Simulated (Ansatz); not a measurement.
Ti:

```
Ti
1.0
     4.56737    0.00000    0.00000
    -2.28369    3.95546    0.00000
     0.00000    0.00000    2.82624
Ti
3
Direct
  0.66667 0.33333 0.50000
  0.33333 0.66667 0.50000
  0.00000 0.00000 0.00000
```

This isn't the form of Ti at room conditions, which is hcp.

Base run:

```yaml
Program: Ansatz 0.2.0
Functional: BLYP
Potentials_or_basis: Ansatz PAW
Cutoff: 420 eV
Density_cutoff: 1680 eV
k_mesh: 7 × 7 × 9
Occupations: fermi-dirac, width 0.05 eV
Spin: no spin polarisation
```

Its results: band gap on the k mesh none (metal or under the smearing width); pressure 3.4 GPa.

Task: The run is repeated on the same cell with these changes: functional from BLYP to LDA. What comes out?

Result: Band gap on the k mesh none (metal or under the smearing width); pressure -8.0 GPa.

LDA binds more tightly than BLYP, so the same cell stands under less pressure.

Caveats: the PAW data sets come from PBE, with cores solved anew for the run's functional, which leaves a small shift of forces and pressure; the potentials were made for another functional, which shifts forces and pressure (some runs).

Not every run made on this cell is shown here.
